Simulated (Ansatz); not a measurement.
Bulk crystal (BAs) after relaxation:

```cif
data_structure
_symmetry_space_group_name_H-M 'P 1'
_symmetry_Int_Tables_number 1
_cell_length_a 3.4004
_cell_length_b 3.4004
_cell_length_c 3.4004
_cell_angle_alpha 60.000
_cell_angle_beta 60.000
_cell_angle_gamma 60.000
_cell_volume 27.80
loop_
_atom_site_label
_atom_site_type_symbol
_atom_site_fract_x
_atom_site_fract_y
_atom_site_fract_z
_atom_site_occupancy
B1 B 0.00000 0.00000 0.00000 1
As1 As 0.75000 0.75000 0.75000 1
```

Miller indices refer to the conventional cell of F-43m (No. 216), a = 4.809 Å, b = 4.809 Å, c = 4.809 Å, α = 90.00°, β = 90.00°, γ = 90.00°. The bulk's gap is 1.20 eV.

All numbers below come from DFT PBE, scalar-relativistic, plane waves, PAW (Ansatz). Cutoff 420 eV, Gaussian smearing of 0.05 eV, no spin polarisation. A dipole correction acts along the normal.

The slab isn't stoichiometric, so its surface energy depends on the chemical potentials; it is given with the excess atoms taken from the element's standard state, a limit at which the compound may itself be unstable, so the figure can be too low. This cut of an insulator is polar or leaves open shells, so the slab is metallic here; real surfaces compensate by reconstruction or adsorbates.

A relaxed slab with low-index faces, about a nanometre thick, has these properties:

- Surface energy with the excess atoms taken from the elements: 4.69 J/m²
- Gap of the slab on the mesh: none (metal or semimetal)
- Work function: 5.48 eV

(1) Which low-index plane was cut, and which atoms end it?

Answers

(1) The (100) plane, with B in the top plane and B in the bottom one as cut, before relaxation. The planes from bottom to top: B, As, B, As, B, As, B, As, B.